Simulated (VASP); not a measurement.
# Ag, self-consistent run: which settings are enough?

Ag, Im-3m (no. 229), 1 atom in the cell. PBEsol; PAW potentials Ag (PBE set). VASP 6.6.1.

Wanted: energy within 0.2 meV/atom; Fermi level within 0.005 eV.

What the run is for: comparing ways to start; Accuracy asked: tight.

POSCAR:
```
Ag
1.0
   -1.6556540000      1.6556540000      1.6556540000
    1.6556540000     -1.6556540000      1.6556540000
    1.6556540000      1.6556540000     -1.6556540000
Ag
1
Direct
    0.0000000000      0.0000000000      0.0000000000
```

## How the run starts (with a second run first, the time holds both)

| How the run starts (with a second run first, the time holds both) | Energy less reference (meV/atom) | Fermi level (eV) | Time (s) |
|---|---|---|---|
| from scratch: 11 SCF iterations | 0.00 | 7.3827 | 6.4 |
| density of a coarse mesh (ICHARG 1): 11 + 9 SCF iterations | 0.00 | 7.3827 | 8.1 |
| orbitals of a lower cutoff (ISTART 1): 11 + 4 SCF iterations | 0.00 | 7.3838 | 6.1 |
| orbitals of a loose run: 9 + 2 SCF iterations | 0.00 | 7.3827 | 5.4 |

Chosen: from scratch: 11 SCF iterations; no other choice that stays within the tolerance saves 30 % of the time.

The chosen settings are those of the reference run.

## The input

INCAR:
```
ALGO = Normal ; EDIFF = 1E-6
ENCUT = 400 ; GGA = PS
GGA_COMPAT = F ; ISIF = 2
ISMEAR = 1 ; LASPH = T
LCHARG = F ; LREAL = F
LWAVE = F ; NELM = 120
PREC = Accurate ; SIGMA = 0.1
```

KPOINTS:
```
k-points
0
Gamma
  14 14 14
```

Commands:
```
cat potpaw_PBE.64/Ag/POTCAR > POTCAR
mpirun -np 1 vasp_std > vasp.out
```

The chosen input took VASP 6.6.1 6.4 s on 1 core (Intel Xeon Platinum 8488C (Sapphire Rapids)), a shared host.

## An input that fails: restart asked without its files

VASP's message: ERROR: charge density could not be read from file CHGCAR for ICHARG>10.

Changes against the starting input:
```
- NELM = 120
+ NELM = 60
+ ICHARG = 11
```
